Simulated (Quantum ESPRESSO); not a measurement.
# CoO (Fm-3m) in Quantum ESPRESSO: single point with PBE

Aim: the single point of CoO with PBE.

Everything below comes from runs of Quantum ESPRESSO 7.5. Logs are shortened: lines on timing, memory, paths and dates and some standing lists are left out, and cuts for length are marked.

**1. Starting point**

Symmetry: Fm-3m, No. 225, cubic system. Conventional cell: a = 4.263 Å, b = 4.263 Å, c = 4.263 Å, α = 90.00°, β = 90.00°, γ = 90.00°. Around Co (site symmetry m-3m) lie 6 O at 2.13 Å. Around O (site symmetry m-3m) lie 6 Co at 2.13 Å.

**2. Single point, PBE, collinear spin, ferromagnetic start**

Contents of pw.in:

```
&CONTROL
  calculation = 'scf'
  prefix = 'pwscf'
  outdir = './tmp'
  pseudo_dir = './pseudo'
  tprnfor = .true.
  tstress = .true.
  disk_io = 'nowf'
/
&SYSTEM
  ibrav = 0
  nat = 2
  ntyp = 2
  ecutwfc = 55
  ecutrho = 440
  nbnd = 21
  occupations = 'smearing'
  smearing = 'fd'
  degauss = 0.00367493
  nspin = 2
  starting_magnetization(1) = 0.2059
  starting_magnetization(2) = 0
/
&ELECTRONS
  conv_thr = 4d-10
  electron_maxstep = 120
  mixing_beta = 0.3
/
ATOMIC_SPECIES
Co    58.9332 Co_pbe_v1.2.uspp.F.UPF
O     15.9990 O.pbe-n-kjpaw_psl.0.1.UPF
CELL_PARAMETERS angstrom
   0.0000000000    2.1315000000    2.1315000000
   2.1315000000    0.0000000000    2.1315000000
   2.1315000000    2.1315000000    0.0000000000
ATOMIC_POSITIONS crystal
Co     0.0000000000    0.0000000000    0.0000000000
O      0.5000000000    0.5000000000    0.5000000000
K_POINTS automatic
11 11 11 0 0 0
```

Potentials or basis: SSSP 1.3 efficiency PBE.

Run with:

```
$ OMP_NUM_THREADS=1 pw.x -in pw.in > pw.out
```

pw.out:

```text
This program is part of the open-source Quantum ESPRESSO suite
     for quantum simulation of materials; please cite
         "P. Giannozzi et al., J. Phys.:Condens. Matter 21 395502 (2009);
         "P. Giannozzi et al., J. Phys.:Condens. Matter 29 465901 (2017);
         "P. Giannozzi et al., J. Chem. Phys. 152 154105 (2020);
     in publications or presentations arising from this work. More details at

     file O.pbe-n-kjpaw_psl.0.1.UPF: wavefunction(s)  2P renormalized
     Message from routine setup:
     using ibrav=0 with symmetry is DISCOURAGED, use correct ibrav instead

     G-vector sticks info
     --------------------
     sticks:   dense  smooth     PW     G-vecs:    dense   smooth      PW
     Sum         979     499    163                20275     7239    1363

     Using Slab Decomposition

     bravais-lattice index     =            0
     lattice parameter (alat)  =       5.6964  a.u.
     unit-cell volume          =     130.7021 (a.u.)^3
     number of atoms/cell      =            2
     number of atomic types    =            2
     number of electrons       =        23.00
     number of Kohn-Sham states=           21
     kinetic-energy cutoff     =      55.0000  Ry
     charge density cutoff     =     440.0000  Ry
     scf convergence threshold =      4.0E-10
     mixing beta               =       0.3000
     number of iterations used =            8  plain     mixing
     Exchange-correlation= SLA  PW   PBX  PBC
                           (   1   4   3   4   0   0   0)

     celldm(1)=   5.696383  celldm(2)=   0.000000  celldm(3)=   0.000000
     celldm(4)=   0.000000  celldm(5)=   0.000000  celldm(6)=   0.000000

     crystal axes: (cart. coord. in units of alat)
               a(1) = (   0.000000   0.707107   0.707107 )
               a(2) = (   0.707107   0.000000   0.707107 )
               a(3) = (   0.707107   0.707107   0.000000 )

     reciprocal axes: (cart. coord. in units 2 pi/alat)
               b(1) = ( -0.707107  0.707107  0.707107 )
               b(2) = (  0.707107 -0.707107  0.707107 )
               b(3) = (  0.707107  0.707107 -0.707107 )

     PseudoPot. # 1 for Co read from file:
     Co_pbe_v1.2.uspp.F.UPF
     Pseudo is Ultrasoft + core correction, Zval = 17.0
     Generated by new atomic code, or converted to UPF format
     Using radial grid of  863 points,  6 beta functions with:
                l(1) =   0
                l(2) =   0
                l(3) =   1
                l(4) =   1
                l(5) =   2
                l(6) =   2
     Q(r) pseudized with  8 coefficients,  rinner =    1.200   1.200   1.200
                                                       1.200   1.200

     PseudoPot. # 2 for O  read from file:
     O.pbe-n-kjpaw_psl.0.1.UPF
     Pseudo is Projector augmented-wave + core cor, Zval =  6.0
     Generated using "atomic" code by A. Dal Corso  v.5.0.99 svn rev. 10869
     Shape of augmentation charge: BESSEL
     Using radial grid of 1095 points,  4 beta functions with:
                l(1) =   0
                l(2) =   0
                l(3) =   1
                l(4) =   1
     Q(r) pseudized with 0 coefficients

     atomic species   valence    mass     pseudopotential
     Co               17.00    58.93320     Co( 1.00)
     O                 6.00    15.99900     O ( 1.00)

     Starting magnetic structure
     atomic species   magnetization
     Co              0.206
     O               0.000

     48 Sym. Ops., with inversion, found

   Cartesian axes

     site n.     atom                  positions (alat units)
         1        Co     tau(   1) = (   0.0000000   0.0000000   0.0000000  )
         2        O      tau(   2) = (   0.7071068   0.7071068   0.7071068  )

     number of k points=    56  Fermi-Dirac smearing, width (Ry)=  0.0037
                       cart. coord. in units 2pi/alat
        k(    1) = (   0.0000000   0.0000000   0.0000000), wk =   0.0007513
        k(    2) = (   0.0642824   0.0642824  -0.0642824), wk =   0.0060105
        k(    3) = (   0.1285649   0.1285649  -0.1285649), wk =   0.0060105
        k(    4) = (   0.1928473   0.1928473  -0.1928473), wk =   0.0060105
        k(    5) = (   0.2571297   0.2571297  -0.2571297), wk =   0.0060105
        k(    6) = (   0.3214122   0.3214122  -0.3214122), wk =   0.0060105
[... 48 lines left out ...]
        k(   55) = (  -0.0642824  -0.4499770   0.7071068), wk =   0.0180316
        k(   56) = (   0.0000000  -0.3856946   0.6428243), wk =   0.0180316

     Dense  grid:    20275 G-vectors     FFT dimensions: (  40,  40,  40)

     Smooth grid:     7239 G-vectors     FFT dimensions: (  27,  27,  27)

     Check: negative core charge=   -0.000026
     Generating pointlists ...
     new r_m :   0.2917 (alat units)  1.6615 (a.u.) for type    1
     new r_m :   0.2917 (alat units)  1.6615 (a.u.) for type    2

     Initial potential from superposition of free atoms

     starting charge      22.0000, renormalised to      23.0000
     Starting wfcs are   17 randomized atomic wfcs +    4 random wfcs

     Self-consistent Calculation

     iteration #  1     ecut=    55.00 Ry     beta= 0.30
     Davidson diagonalization with overlap
     ethr =  1.00E-02,  avg # of iterations =  5.5

     total energy              =    -337.93472339 Ry
     estimated scf accuracy    <       6.87046731 Ry

     total magnetization       =     3.32 Bohr mag/cell
     absolute magnetization    =     3.37 Bohr mag/cell

     iteration #  2     ecut=    55.00 Ry     beta= 0.30
     Davidson diagonalization with overlap
     ethr =  1.00E-02,  avg # of iterations =  2.1

     total energy              =    -338.94131537 Ry
     estimated scf accuracy    <       8.13069022 Ry

     total magnetization       =     0.39 Bohr mag/cell
     absolute magnetization    =     0.45 Bohr mag/cell

     iteration #  3     ecut=    55.00 Ry     beta= 0.30
     Davidson diagonalization with overlap
     ethr =  1.00E-02,  avg # of iterations =  1.1

     total energy              =    -340.07466961 Ry
     estimated scf accuracy    <       0.21297082 Ry

     total magnetization       =     3.02 Bohr mag/cell
     absolute magnetization    =     3.03 Bohr mag/cell

     iteration #  4     ecut=    55.00 Ry     beta= 0.30
     Davidson diagonalization with overlap
     ethr =  9.26E-04,  avg # of iterations =  1.2

     total energy              =    -340.07682433 Ry
     estimated scf accuracy    <       0.04557384 Ry

     total magnetization       =     3.00 Bohr mag/cell
     absolute magnetization    =     3.01 Bohr mag/cell

     iteration #  5     ecut=    55.00 Ry     beta= 0.30
     Davidson diagonalization with overlap
     ethr =  1.98E-04,  avg # of iterations =  1.6

     total energy              =    -340.08626757 Ry
     estimated scf accuracy    <       0.00552751 Ry

     total magnetization       =     2.94 Bohr mag/cell
     absolute magnetization    =     2.95 Bohr mag/cell

     iteration #  6     ecut=    55.00 Ry     beta= 0.30
     Davidson diagonalization with overlap
     ethr =  2.40E-05,  avg # of iterations =  2.5

     total energy              =    -340.08690860 Ry
     estimated scf accuracy    <       0.00087523 Ry

     total magnetization       =     2.96 Bohr mag/cell
     absolute magnetization    =     2.98 Bohr mag/cell

     iteration #  7     ecut=    55.00 Ry     beta= 0.30
     Davidson diagonalization with overlap
     ethr =  3.81E-06,  avg # of iterations =  2.4

     total energy              =    -340.08707708 Ry
     estimated scf accuracy    <       0.00009430 Ry

     total magnetization       =     2.98 Bohr mag/cell
     absolute magnetization    =     3.00 Bohr mag/cell

     iteration #  8     ecut=    55.00 Ry     beta= 0.30
     Davidson diagonalization with overlap
     ethr =  4.10E-07,  avg # of iterations =  2.2

     total energy              =    -340.08709784 Ry
     estimated scf accuracy    <       0.00023980 Ry

     total magnetization       =     2.99 Bohr mag/cell
     absolute magnetization    =     3.01 Bohr mag/cell

     iteration #  9     ecut=    55.00 Ry     beta= 0.30
     Davidson diagonalization with overlap
     ethr =  4.10E-07,  avg # of iterations =  1.9

     total energy              =    -340.08712024 Ry
     estimated scf accuracy    <       0.00002403 Ry

     total magnetization       =     2.99 Bohr mag/cell
     absolute magnetization    =     3.01 Bohr mag/cell

     iteration # 10     ecut=    55.00 Ry     beta= 0.30
     Davidson diagonalization with overlap
     ethr =  1.04E-07,  avg # of iterations =  1.0

     total energy              =    -340.08711555 Ry
     estimated scf accuracy    <       0.00002180 Ry

     total magnetization       =     2.99 Bohr mag/cell
     absolute magnetization    =     3.01 Bohr mag/cell

     iteration # 11     ecut=    55.00 Ry     beta= 0.30
     Davidson diagonalization with overlap
     ethr =  9.48E-08,  avg # of iterations =  1.0

     total energy              =    -340.08711792 Ry
     estimated scf accuracy    <       0.00000053 Ry

     total magnetization       =     2.99 Bohr mag/cell
     absolute magnetization    =     3.01 Bohr mag/cell

     iteration # 12     ecut=    55.00 Ry     beta= 0.30
     Davidson diagonalization with overlap
     ethr =  2.32E-09,  avg # of iterations =  1.7

     total energy              =    -340.08711807 Ry
     estimated scf accuracy    <       0.00000008 Ry

     total magnetization       =     2.99 Bohr mag/cell
     absolute magnetization    =     3.01 Bohr mag/cell

     iteration # 13     ecut=    55.00 Ry     beta= 0.30
     Davidson diagonalization with overlap
     ethr =  3.51E-10,  avg # of iterations =  1.3

     total energy              =    -340.08711809 Ry
     estimated scf accuracy    <       0.00000004 Ry

     total magnetization       =     2.99 Bohr mag/cell
     absolute magnetization    =     3.01 Bohr mag/cell

     iteration # 14     ecut=    55.00 Ry     beta= 0.30
     Davidson diagonalization with overlap
     ethr =  1.60E-10,  avg # of iterations =  1.5

     total energy              =    -340.08711810 Ry
     estimated scf accuracy    <          1.2E-09 Ry

     total magnetization       =     2.99 Bohr mag/cell
     absolute magnetization    =     3.01 Bohr mag/cell

     iteration # 15     ecut=    55.00 Ry     beta= 0.30
     Davidson diagonalization with overlap
     ethr =  5.41E-12,  avg # of iterations =  1.5

     Magnetic moment per site  (integrated on atomic sphere of radius R)
     atom   1 (R=0.292)  charge= 14.6112  magn=  2.5477
     atom   2 (R=0.292)  charge=  5.7695  magn=  0.3390

     End of self-consistent calculation

     Number of k-points >= 100: set verbosity='high' to print the bands.

     the Fermi energy is    13.8511 ev

!    total energy              =    -340.08711811 Ry
     estimated scf accuracy    <          3.2E-10 Ry
     smearing contrib. (-TS)   =      -0.00225071 Ry
     internal energy E=F+TS    =    -340.08486739 Ry

     The total energy is F=E-TS. E is the sum of the following terms:
     one-electron contribution =    -182.62429541 Ry
     hartree contribution      =     104.77292848 Ry
     xc contribution           =     -40.15322084 Ry
     ewald contribution        =    -212.56286172 Ry
     one-center paw contrib.   =      -9.51741790 Ry

     total magnetization       =     2.99 Bohr mag/cell
     absolute magnetization    =     3.01 Bohr mag/cell

     convergence has been achieved in  15 iterations

     Forces acting on atoms (cartesian axes, Ry/au):

     atom    1 type  1   force =     0.00000000    0.00000000   -0.00000000
     atom    2 type  2   force =    -0.00000000   -0.00000000    0.00000000

     Total force =     0.000000     Total SCF correction =     0.000000

     Computing stress (Cartesian axis) and pressure

          total   stress  (Ry/bohr**3)                   (kbar)     P=      -19.07
  -0.00012963  -0.00000000  -0.00000000          -19.07       -0.00       -0.00
  -0.00000000  -0.00012963  -0.00000000           -0.00      -19.07       -0.00
  -0.00000000  -0.00000000  -0.00012963           -0.00       -0.00      -19.07

=------------------------------------------------------------------------------=
   JOB DONE.
=------------------------------------------------------------------------------=
```

Run time: 59 s. Hardware: 1 thread of Arm Neoverse V1, shared host; peak memory 0.14 GiB.

Results:

* Free energy: -4627.1210 eV
* Pressure: -1.9 GPa
* Band gap on the k mesh: none (metal or under the smearing width)
* Net moment: 2.99 μB per cell
* Absolute moment: 3.01 μB per cell
* Site moments: Co +2.55; O +0.34 μB
* Valence electrons inside the program's atomic spheres: Co 14.61; O 5.77

Caveat: a cell with one magnetic atom can't hold antiferromagnetic order, which such compounds often take; semilocal functionals often make such compounds metallic where correlation or magnetic order opens a gap, which also shifts bond lengths. With open d or f shells a metallic result of PBE can be an artefact of self-interaction; +U or a hybrid may open a gap.
